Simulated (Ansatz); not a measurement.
# Cd: single points about a listed cell

Aim: see how energy, forces, stress and gap of Cd answer to random distortions, further strains and shifts, distortions that keep the symmetry. Nothing is relaxed unless a step says so.

Method: DFT PBE, scalar-relativistic, plane waves, PAW, in Ansatz 0.2.0.

### Step 1. Starting point

The structure is trigonal, space group R-3m (No. 166). Conventional cell: a = 3.216 Å, b = 3.216 Å, c = 7.348 Å, α = 90.00°, β = 90.00°, γ = 120.00°. Cd (site symmetry -3m) has 12 Cd at 3.07 to 3.22 Å as nearest neighbours.

As a file:

```xyz
1
Lattice="1.6080 0.9284 2.4493 -1.6080 0.9284 2.4493 0.0000 -1.8568 2.4493" Properties=species:S:1:pos:R:3 pbc="T T T"
Cd    0.0000    0.0000    0.0000
```

The structure comes from the Materials Project (structure only).

### Step 2. A random distortion, cell strained

What differs from the listed cell: strain xx, yy, zz, yz, xz, xy = -0.4, -0.8, +0.9, -0.1, -0.2, +0.2 %.

input.yaml reads:

```yaml
crystal:
  lattice:
    - [1.5993541328, 0.9204725309, 2.4679320462]
    - [-1.6043545063, 0.9151338741, 2.4732385424]
    - [-0.0071235992, -1.8459668908, 2.4745124097]
  atoms:
    - { symbol: Cd, position: [0.0, 0.0, 0.0] }
basis:
  ecutwfc: 420
kpoints:
  mp_grid: { grid: [14, 14, 14] }
hamiltonian:
  xc: pbe
scf:
  occupations: { method: gaussian, width: 0.1 }
output:
  forces: true
  stress: true
  eigenvalues: true
  populations: true
```

Command:

```bash
$ ansatz run input.yaml --threads 1 --pin off --max-ram 1331MiB --backend cpu --events-out ev --progress --plain --runs-dir out
```

### Step 3. A distortion that keeps the symmetry

input.yaml reads:

```yaml
crystal:
  lattice:
    - [1.580145926, 0.9122976758, 2.4435560775]
    - [-1.580145926, 0.9122976758, 2.4435560775]
    - [0.0, -1.8245953515, 2.4435560775]
  atoms:
    - { symbol: Cd, position: [0.0, 0.0, 0.0] }
basis:
  ecutwfc: 420
kpoints:
  mp_grid: { grid: [18, 18, 18] }
hamiltonian:
  xc: pbe
scf:
  occupations: { method: gaussian, width: 0.1 }
output:
  forces: true
  stress: true
  eigenvalues: true
  populations: true
```

### Step 4. A change within the space group

input.yaml reads:

```yaml
crystal:
  lattice:
    - [1.6370379974, 0.9451443285, 2.273036688]
    - [-1.6370379974, 0.9451443285, 2.273036688]
    - [0.0, -1.890288657, 2.273036688]
  atoms:
    - { symbol: Cd, position: [0.0, 0.0, 0.0] }
basis:
  ecutwfc: 420
kpoints:
  mp_grid: { grid: [18, 18, 18] }
hamiltonian:
  xc: pbe
scf:
  occupations: { method: gaussian, width: 0.1 }
output:
  forces: true
  stress: true
  eigenvalues: true
```

### Step 5. A distortion that keeps the symmetry

input.yaml reads:

```yaml
crystal:
  lattice:
    - [1.612306509, 0.930865597, 2.4190632034]
    - [-1.612306509, 0.930865597, 2.4190632034]
    - [0.0, -1.8617311941, 2.4190632034]
  atoms:
    - { symbol: Cd, position: [0.0, 0.0, 0.0] }
basis:
  ecutwfc: 420
kpoints:
  mp_grid: { grid: [18, 18, 18] }
hamiltonian:
  xc: pbe
scf:
  occupations: { method: gaussian, width: 0.1 }
output:
  forces: true
  stress: true
  eigenvalues: true
  populations: true
  write_density: true
  write_potential: true
  elf: true
  volumetric_format: npy
```

Before running it: what results should come out? Wanted: for each run, case; energy; pressure; largest force.

**Answer**, as computed:

```
step                                  case  energy (meV/atom)  pressure (GPa)  largest force (eV/Å)  gap on the mesh (eV)
   2    a random distortion, cell strained               +0.0             2.0                  0.00                  0.00
   3  a distortion that keeps the symmetry             +15.6*             4.1                  0.00                  0.00
   4       a change within the space group             +32.1*             5.6                  0.00                  0.00
   5  a distortion that keeps the symmetry              +2.9*             2.4                  0.00                  0.00
```

Energies are counted from step 2, with the smearing taken to zero; a star marks another k mesh, which can shift energies by itself, so starred rows don't rank against the others. A gap of 0.00 means none on the mesh at this level.

**Reading.** With one atom in the cell, moving it shifts the whole crystal, so no force arises from that. The pressure is 5.6 GPa in the smallest cell and 2.0 GPa in the largest; between them shape and moved atoms count too. The distorted cells of the listed formula and level show no gap on the mesh.
